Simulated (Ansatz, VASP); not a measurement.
One calculation of CdS, two programs

```
Cd S
1.0
     0.00000    2.82208    2.82208
     2.82208    0.00000    2.82208
     2.82208    2.82208    0.00000
Cd S
1 1
Cartesian
  0.0000 0.0000 0.0000
  2.8221 2.8221 2.8221
```

Change from the starting cell: strain +0.025 along x and y, +0.025 along z, atoms carried along.

Alike in both runs: task single point; functional PBE; k mesh 10 × 10 × 10; occupations gaussian, width 0.03 eV; no spin polarisation.

```csv
,VASP,Ansatz
version,VASP 6.6.1,Ansatz 0.2.0
potentials or method,"VASP PAW PBE potentials, release 64 (Cd, S)","scalar-relativistic, plane waves, PAW"
plane-wave cutoff (eV),520,420
valence electrons in the cell,18,26
```

```csv
,VASP,Ansatz,Ansatz less VASP
gap on the k mesh at the Fermi level (eV),0.22,0.23,+0.010
least direct gap on the mesh (eV),1.08,1.10,+0.020
pressure (GPa),-4.5,-4.8,-0.26
```

The two sets of potentials don't hold the same shells in valence.
